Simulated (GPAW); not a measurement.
Input of a GPAW 26.7.0 run:

Contents of run.py:

```python
from ase import Atoms
from ase.filters import FrechetCellFilter
from ase.io import write
from ase.optimize import BFGS
from ase.units import GPa
from gpaw import GPAW, PW, setup_paths

setup_paths.insert(0, '.')

atoms = Atoms(['Cu', 'Cu'],
              cell=[[2.5340966698, 0.0, 0.0],
                    [-1.2670483349, 2.1945920917, 0.0],
                    [0.0, 0.0, 4.112571]],
              scaled_positions=[[0.6666666667, 0.3333333333, 0.75],
                                [0.3333333333, 0.6666666667, 0.25]],
              pbc=True)

calc = GPAW(mode=PW(600),
            xc='PBEsol',
            kpts={'size': (9, 9, 5), 'gamma': True},
            occupations={'name': 'fermi-dirac', 'width': 0.05},
            nbands=23,
            convergence={'density': 1e-05, 'forces': 0.0001},
            maxiter=150,
            txt='gpaw.txt')
atoms.calc = calc
opt = BFGS(FrechetCellFilter(atoms, scalar_pressure=10 * GPa), trajectory='relax.traj', logfile='-')
done = opt.run(fmax=0.02, steps=60)
calc.write('gs.gpw')
write('result.traj', atoms)
print('Converged:', done)
print('Cell:', atoms.cell.cellpar().round(4))
print('Volume:', round(atoms.get_volume(), 4))
print(atoms.get_scaled_positions().round(5))
```

Potentials or basis: PAW data sets generated in the run's folder for this functional, pw.

Run with:

```bash
$ gpaw-setup -f PBEsol Cu
$ OMP_NUM_THREADS=1 python run.py
```

Task: Predict the relaxed volume.

Result: 10.87 Å³/atom.

Task: Estimate the space group after relaxing (to 0.05 Å).

Result: P6_3/mmc (No. 194).

Task: What does it give for the relaxed cell?

Result: a = 2.477 Å, b = 2.477 Å, c = 4.091 Å, α = 90.00°, β = 90.00°, γ = 120.00°.

Task: Predict the band gap on the k mesh.

Result: None (metal or under the smearing width).

Final structure:
```
CELL_PARAMETERS angstrom
2.47659 0.00000 0.00000
-1.23829 2.14479 0.00000
0.00000 0.00000 4.09096
ATOMIC_POSITIONS crystal
Cu 0.66667 0.33333 0.75000
Cu 0.33333 0.66667 0.25000
```

Caveat: with this Cu data set, volumes or pressures lay over 1.5 % or 2 GPa off other programs in two to four cells of ten; later steps reuse the first step's grids.
